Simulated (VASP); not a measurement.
# KCl (Fm-3m) in VASP: further runs, part 2 of 2

VASP 6.6.1. The steps go on from the part before.

## (3) Relaxation of the atoms, r2SCAN

This run uses another cell than the first one, of 32.40 Å³/atom.

Input file POSCAR:

```
KCl
1.0
    0.0000000000      3.1878756700      3.1878756700
    3.1878756700      0.0000000000      3.1878756700
    3.1878756700      3.1878756700      0.0000000000
K Cl
1 1
Direct
    0.0000000000      0.0000000000      0.0000000000
    0.5000000000      0.5000000000      0.5000000000
```

Input file INCAR.step1:

```
SYSTEM = KCl
ALGO = Normal ; EDIFF = 1E-4
ENCUT = 520 ; GGA = PE
ISMEAR = -1 ; LASPH = .True.
LCHARG = .False. ; LREAL = .False.
LWAVE = .True. ; NELM = 60
PREC = Accurate ; SIGMA = 0.02
```

Input file INCAR.step2:

```
SYSTEM = KCl
ALGO = Normal ; EDIFF = 1E-6
EDIFFG = -0.01 ; ENCUT = 520
IBRION = 2 ; ISIF = 2
ISMEAR = -1 ; ISTART = 1
LASPH = .True. ; LCHARG = .False.
LMIXTAU = .True. ; LREAL = .False.
LWAVE = .False. ; METAGGA = R2SCAN
NELM = 60 ; NSW = 50
PREC = Accurate ; SIGMA = 0.02
```

Input file KPOINTS:

```
k-points
0
Gamma
  8 8 8
  0 0 0
```

Potentials or basis: VASP PAW PBE potentials, release 64 (K_sv, Cl).

Run with:

```console
$ cat potpaw_PBE.64/K_sv/POTCAR potpaw_PBE.64/Cl/POTCAR > POTCAR
$ cp INCAR.step1 INCAR
$ mpirun -np 1 vasp_std > vasp.out
$ cp INCAR.step2 INCAR
$ mpirun -np 1 vasp_std > vasp.out
```

OUTCAR:

```text
SYSTEM = KCl
   EDIFF = 1E-6
   EDIFFG = -0.01
   ENCUT = 520
   IBRION = 2
   ISIF = 2
   ISMEAR = -1
   ISTART = 1
   LASPH = .True.
   LREAL = .False.
   METAGGA = R2SCAN
   NELM = 60
   NSW = 50
   PREC = Accurate

 ion  position               nearest neighbor table
   1  0.000  0.000  0.000-   2 3.19   2 3.19   2 3.19   2 3.19   2 3.19   2 3.19
   2  0.500  0.500  0.500-   1 3.19   1 3.19   1 3.19   1 3.19   1 3.19   1 3.19

  LATTYP: Found a face centered cubic cell.
 ALAT       =     6.3757513400

  Lattice vectors:

 A1 = (   0.0000000000,   3.1878756700,   3.1878756700)
 A2 = (   3.1878756700,   0.0000000000,   3.1878756700)
 A3 = (   3.1878756700,   3.1878756700,   0.0000000000)

Analysis of symmetry for initial positions (statically):
=====================================================================
 Subroutine PRICEL returns:
 Original cell was already a primitive cell.

 Routine SETGRP: Setting up the symmetry group for a
 face centered cubic supercell.

 Subroutine GETGRP returns: Found 48 space group operations
 (whereof 48 operations were pure point group operations)
 out of a pool of 48 trial point group operations.

The static configuration has the point symmetry O_h .

Analysis of symmetry for dynamics (positions and initial velocities):
=====================================================================
 Subroutine PRICEL returns:
 Original cell was already a primitive cell.

 Routine SETGRP: Setting up the symmetry group for a
 face centered cubic supercell.

 Subroutine GETGRP returns: Found 48 space group operations
 (whereof 48 operations were pure point group operations)
 out of a pool of 48 trial point group operations.

The dynamic configuration has the point symmetry O_h .

 Subroutine INISYM returns: Found 48 space group operations
 (whereof 48 operations are pure point group operations),
 and found     1 'primitive' translations

----------------------------------------------------------------------------------------

                                     Primitive cell

  volume of cell :      64.7939

  direct lattice vectors                    reciprocal lattice vectors
     0.000000000  3.187875670  3.187875670    -0.156844260  0.156844260  0.156844260
     3.187875670  0.000000000  3.187875670     0.156844260 -0.156844260  0.156844260
     3.187875670  3.187875670  0.000000000     0.156844260  0.156844260 -0.156844260

  length of vectors
     4.508337008  4.508337008  4.508337008     0.271662227  0.271662227  0.271662227

  position of ions in fractional coordinates (direct lattice)
     0.000000000  0.000000000  0.000000000
     0.500000000  0.500000000  0.500000000

  ion indices of the primitive-cell ions
   primitive index   ion index
                 1           1
                 2           2

----------------------------------------------------------------------------------------

 KPOINTS: k-points

Automatic generation of k-mesh.
 Grid dimensions read from file:
 generate k-points for:    8    8    8

 Generating k-lattice:

  Cartesian coordinates                     Fractional coordinates (reciprocal lattice)
    -0.019605532  0.019605532  0.019605532     0.125000000  0.000000000  0.000000000
     0.019605532 -0.019605532  0.019605532     0.000000000  0.125000000  0.000000000
     0.019605532  0.019605532 -0.019605532     0.000000000  0.000000000  0.125000000
[... 42 lines left out ...]
   dimension x,y,z NGX =    36 NGY =   36 NGZ =   36
   dimension x,y,z NGXF=    72 NGYF=   72 NGZF=   72
   ions per type =               1   1
   NGX,Y,Z   is equivalent  to a cutoff of  13.28, 13.28, 13.28 a.u.
   NGXF,Y,Z  is equivalent  to a cutoff of  26.55, 26.55, 26.55 a.u.
 SYSTEM =  KCl
   PREC   = accura    normal or accurate (medium, high low for compatibility)
   ISTART =      1    job   : 0-new  1-cont  2-samecut
   ICHARG =      0    charge: 1-file 2-atom 10-const
   ISPIN  =      1    spin polarized calculation?
   LNONCOLLINEAR =      F non collinear calculations
   LSORBIT =      F    spin-orbit coupling
   LASPH  =      T    aspherical Exc in radial PAW
   ENCUT  =  520.0 eV  38.22 Ry    6.18 a.u.   8.38  8.38  8.38*2*pi/ulx,y,z
   NELM   =     60;   NELMIN=  2; NELMDL=  0     # of ELM steps
   EDIFF  = 0.1E-05   stopping-criterion for ELM
   LREAL  =      F    real-space projection
   EDIFFG = -.1E-01   stopping-criterion for IOM
   NSW    =     50    number of steps for IOM
   IBRION =      2    ionic relax: 0-MD 1-quasi-New 2-CG
   NFREE  =      1    steps in history (QN), initial steepest desc. (CG)
   ISIF   =      2    stress and relaxation
   ISYM   =      2    0-nonsym 1-usesym 2-fastsym
   POTIM  = 0.5000    time-step for ionic-motion
   TEBEG  =    0.0;   TEEND  =   0.0 temperature during run
   PSTRESS=    0.0 pullay stress
   NELECT =      16.0000    total number of electrons
   NUPDOWN=      -1.0000    fix difference up-down
   EMIN   =  10.00;   EMAX   =-10.00  energy-range for DOS
   EFERMI =   0.00;   METHOD = LEGACY
   ISMEAR =    -1;   SIGMA  =   0.02  broadening in eV -4-tet -1-fermi 0-gaus
   EFERMI_NEDOS =   21; number of points for ismear=-14 and -15
   IALGO  =     38    algorithm
   IMIX   =      4    mixing-type and parameters
     AMIX     =   0.40;   BMIX     =  1.00
     AMIX_MAG =   1.60;   BMIX_MAG =  1.00
  volume/ion in A,a.u.               =      32.40       218.63
  Fermi-wavevector in a.u.,A,eV,Ry     =   1.027078  1.940896 14.352641  1.054889
  Thomas-Fermi vector in A             =   2.161004
   LORBIT       =      0    0 simple, 1 ext, 2 COOP (PROOUT), +10 PAW based schemes
   METAGGA = R2SCAN    functional components
   LHFCALC =     F    Hartree Fock is set to
   AEXX    =    0.0000 exact exchange contribution
   IVDW    =     0    specifies the selected vdW correction
   LEPSILON=     F    determine dielectric tensor
   LRPA    =     F    only Hartree local field effects (RPA)
 conjugate gradient relaxation of ions
 non-spin polarized calculation
  energy-cutoff  :      520.00
  volume of cell :       64.79
 maximum number of plane-waves:      1807
 NGX is ok and might be reduce to    36
   NGX = 17   NGY = 17   NGZ = 17

 number of electron      15.9999998 magnetization

 Free energy of the ion-electron system (eV)
  ---------------------------------------------------
  ext. energy  EPLUGINS =         0.00000000
  ---------------------------------------------------
  free energy    TOTEN  =       -16.50150586 eV

  energy without entropy =      -16.50150586  energy(sigma->0) =      -16.50150586

 E-fermi :  -1.9218     XC(G=0):  -7.7786

 val. band max:       -2.4139679222   @ k =   0.0000   0.0000   0.0000
 cond. band min:       3.2800191311   @ k =   0.0000   0.0000   0.0000
 fundamental gap:      5.6939870533
 Fermi energy:        -1.9218218468

 k-point     1 :       0.0000    0.0000    0.0000
  band No.  band energies     occupation
      1     -30.7814      2.00000
      2     -15.0407      2.00000
      3     -13.4714      2.00000
      4     -13.4714      2.00000
      5     -13.4714      2.00000
      6      -2.4140      2.00000
      7      -2.4140      2.00000
      8      -2.4140      2.00000
      9       3.2800      0.00000
     10       6.6008      0.00000
     11       6.6008      0.00000
     12       6.6008      0.00000
[... 331 lines left out ...]
 k-point    24 :      -0.3750    0.2500    0.1250
  band No.  band energies     occupation
      1     -30.7717      2.00000
      2     -15.1116      2.00000
      3     -13.5165      2.00000
      4     -13.4985      2.00000
      5     -13.3479      2.00000
      6      -3.1986      2.00000
      7      -2.7912      2.00000
      8      -2.7170      2.00000
      9       5.8962      0.00000
     10       6.4156      0.00000
     11       8.3682      0.00000
     12       8.4139      0.00000

 [... further k-points ...]

------------------------ aborting loop because EDIFF is reached ----------------------------------------

  FORCE on cell =-STRESS in cart. coord.  units (eV):
  Direction    XX          YY          ZZ          XY          YZ          ZX
  --------------------------------------------------------------------------------------
  -------------------------------------------------------------------------------------
  Total       -0.2889389     -0.2889389     -0.2889389     -0.0000000     -0.0000000      0.0000000
  in kB       -7.1446738     -7.1446738     -7.1446738     -0.0000000     -0.0000000      0.0000000
  external PRESSURE =      -7.1446738 kB  Pullay stress =       0.0000000 kB

 VOLUME and BASIS-vectors are now :
 -----------------------------------------------------------------------------
  energy-cutoff  :      520.00
  volume of cell :       64.79
      direct lattice vectors                 reciprocal lattice vectors
     0.000000000  3.187875670  3.187875670    -0.156844260  0.156844260  0.156844260
     3.187875670  0.000000000  3.187875670     0.156844260 -0.156844260  0.156844260
     3.187875670  3.187875670  0.000000000     0.156844260  0.156844260 -0.156844260

 POSITION                                       TOTAL-FORCE (eV/Angst)
 -----------------------------------------------------------------------------------
      0.00000      0.00000      0.00000         0.000000      0.000000      0.000000
      3.18788      3.18788      3.18788        -0.000000     -0.000000     -0.000000
 -----------------------------------------------------------------------------------
    total drift:                                0.000000      0.000000      0.000000

  FREE ENERGIE OF THE ION-ELECTRON SYSTEM (eV)
  ---------------------------------------------------
  free  energy   TOTEN  =       -16.5015058637 eV

  energy  without entropy=      -16.5015058637  energy(sigma->0) =      -16.50150586

 reached required accuracy - stopping structural energy minimisation
```

Wall time 83 s (1 thread of AMD EPYC 9R45 (Zen 5), shared host); peak memory 0.19 GiB.

What came out:

| Item | Value |
| --- | --- |
| Free energy | -16.5015 eV |
| Pressure after relaxing | -0.7 GPa |
| Band gap on the k mesh | 5.69 eV |

Final structure:
```
K Cl
1.0
     0.00000    3.18788    3.18788
     3.18788    0.00000    3.18788
     3.18788    3.18788    0.00000
K Cl
1 1
Cartesian
  0.0000 0.0000 0.0000
  3.1879 3.1879 3.1879
```

Caveat: the relaxation stopped at its first step, so nothing moved; the PAW data sets were made with another functional, which shifts forces and pressure a little.

## (4) Against experiment

Step 2. A measured gap of KCl is 8.68 eV (a printed reference work, monograph); the calculated 5.76 eV misses it by -2.92 eV. The value is that of r2SCAN on a finite k mesh, which can miss the band edges, without temperature or zero-point motion.

Step 3. Against the measured gap of KCl, 8.68 eV (a printed reference work, monograph), the calculated 5.69 eV is off by -2.99 eV. The value is that of r2SCAN on a finite k mesh, which can miss the band edges, without temperature or zero-point motion.
